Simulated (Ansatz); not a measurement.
**TiAl3: which arrangement of Ti and Al?**

These are results of Ansatz, DFT PBE, scalar-relativistic, plane waves, PAW, not measurements. All cells share a 420 eV cutoff and Γ-centred k meshes spaced about 0.3 Å⁻¹ or finer (0.25 for metals, 2π included). No spin polarisation.

These are static total energies at zero pressure. Each row is a relaxed arrangement of Ti and Al on shared sites of the fcc type. The column n gives the unlike atoms among the 12 nearest shared sites, averaged over those sites; energies count from the lowest row.

| row | space group | source | atoms | n (of 12) | V (Å³/atom) | gap on mesh (eV) | ΔE (meV/atom) |
| --- | --- | --- | --- | --- | --- | --- | --- |
| 1 | I4/mmm (No. 139) | invented | 8 | 6.00 | 15.83 | 0 | 0.0 |
| 2 | Pm-3m (No. 221) | invented | 4 | 6.00 | 15.76 | 0 | 33.4 |
| 3 | I4/mmm (No. 139) | invented | 4 | 6.00 | 15.94 | 0 | ? |

The cell of row 3:

```
Ti Al
1.0
    -1.92272    1.92272    4.31086
     1.92272   -1.92272    4.31086
     1.92272    1.92272   -4.31086
Ti Al
1 3
Cartesian
  0.0000 0.0000 0.0000
  0.0000 1.9227 2.1554
  1.9227 0.0000 2.1554
  0.0000 0.0000 4.3109
```

Task: Estimate the missing energy, and say where the row ranks.

Result: 5.5 meV/atom, level, within the noise, with row 1 and below row 2. The count n alone doesn't order these rows. Rows 1 and 2 share n and still differ by 33.4 meV/atom, so farther pairs, strain or a change of electronic state count too. Row 3: Ti has 4 Al at 2.72 Å and 8 Al at 2.89 Å; Al on a site of symmetry -4m2 has 4 Al at 2.72 Å, 4 Al at 2.89 Å and 4 Ti at 2.89 Å; around Al on a site of symmetry 4/mmm lie 4 Ti at 2.72 Å and 8 Al at 2.89 Å.

For metals, differences of a few meV/atom aren't resolved. The one arrangement computed on the dhcp type lies 66 meV/atom higher than the lowest row. The best arrangement computed on the hcp type lies 87 meV/atom higher than the lowest row. Only small cells were tried. Some types were kept out of the candidates beforehand, so the set may lack a known form.
